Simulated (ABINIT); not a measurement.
Input of an ABINIT 10.8.3 (patched build) run:

Contents of run.abi:

```
# Datasets: ground state, then fixed potential
ndtset 2

# Pseudopotentials
pp_dirpath "./"
pseudos "Pb.LDA_PW-JTH.xml, F.LDA_PW-JTH.xml"

# Structure
acell 3*1.0 Angstrom
rprim
     0.0000000000     2.9636600000     2.9636600000
     2.9636600000     0.0000000000     2.9636600000
     2.9636600000     2.9636600000     0.0000000000
ntypat 2
znucl 82 9
natom 3
typat 1 2 2
xred
     0.0000000000     0.0000000000     0.0000000000
     0.7500000000     0.7500000000     0.7500000000
     0.2500000000     0.2500000000     0.2500000000

# Plane-wave basis
ecut 23.0
pawecutdg 45.0

# Exchange and correlation
ixc 2

# Bands and occupations
occopt 3
tsmear 0.00183747

# SCF cycle
nstep 100

# Output
iomode 3
prtwf 0
prteig 0
prtebands 0
enunit 1
prtden1 1
prtvha1 1
prtvclmb1 1
prtpot1 1

# Dataset 1
kptopt1 1
ngkpt1 8 8 8
nshiftk1 1
shiftk1 0.0 0.0 0.0
nband1 18
tolvrs1 1.0e-9

# Dataset 2: bands along G-X-W-K-G-L-U-W-L-K
iscf2 -2
getden2 1
nband2 22
nbdbuf2 2
tolwfr2 1.0e-12
kptopt2 -9
ndivsm2 5
prteig2 1
prtvol2 -3
kptbounds2
     0.0000000000     0.0000000000     0.0000000000
     0.5000000000     0.0000000000     0.5000000000
     0.5000000000     0.2500000000     0.7500000000
     0.3750000000     0.3750000000     0.7500000000
     0.0000000000     0.0000000000     0.0000000000
     0.5000000000     0.5000000000     0.5000000000
     0.6250000000     0.2500000000     0.6250000000
     0.5000000000     0.2500000000     0.7500000000
     0.5000000000     0.5000000000     0.5000000000
     0.3750000000     0.3750000000     0.7500000000
```

Potentials or basis: JTH PAW LDA v2.0.

The run is started by

```bash
$ abinit run.abi > log 2>&1
```

Task: What does it give for the band gap along the path?

Result: 4.25 eV, indirect (least direct gap 4.40 eV).

Task: What does it give for the band gap on the k mesh?

Result: 4.25 eV, indirect (least direct gap 4.40 eV).

Task: Predict the pressure.

Result: -4.7 GPa.

Levels at the corners of the path, in eV from the valence-band top:
| point | band 10 | band 11 | band 12 | band 13 | band 14 | band 15 | band 16 | band 17 | band 18 | band 19 |
| --- | --- | --- | --- | --- | --- | --- | --- | --- | --- | --- |
| Γ | -2.45 | -2.45 | -1.96 | -1.96 | -1.96 | 6.59 | 6.59 | 6.59 | 10.27 | 14.91 |
| X | -3.59 | -1.52 | -1.52 | -1.52 | -0.16 | 4.25 | 7.76 | 7.76 | 8.61 | 14.01 |
| W | -2.68 | -2.68 | -1.59 | -1.45 | 0.00 | 5.92 | 5.92 | 7.30 | 9.86 | 14.26 |
| K | -3.35 | -2.05 | -1.67 | -1.53 | -0.03 | 5.17 | 6.51 | 7.75 | 9.51 | 15.05 |
| Γ | -2.45 | -2.45 | -1.96 | -1.96 | -1.96 | 6.59 | 6.59 | 6.59 | 10.27 | 14.91 |
| L | -2.68 | -2.68 | -2.12 | -2.12 | -0.02 | 4.86 | 7.52 | 7.52 | 12.86 | 13.49 |
| U | -3.35 | -2.05 | -1.67 | -1.53 | -0.03 | 5.17 | 6.51 | 7.75 | 9.51 | 15.05 |
| W | -2.68 | -2.68 | -1.59 | -1.45 | 0.00 | 5.92 | 5.92 | 7.30 | 9.86 | 14.26 |
| L | -2.68 | -2.68 | -2.12 | -2.12 | -0.02 | 4.86 | 7.52 | 7.52 | 12.86 | 13.49 |
| K | -3.35 | -2.05 | -1.67 | -1.53 | -0.03 | 5.17 | 6.51 | 7.75 | 9.51 | 15.05 |

Caveat: spin-orbit coupling is left out, which as a rule narrows the gap of such compounds by several tenths of an eV.
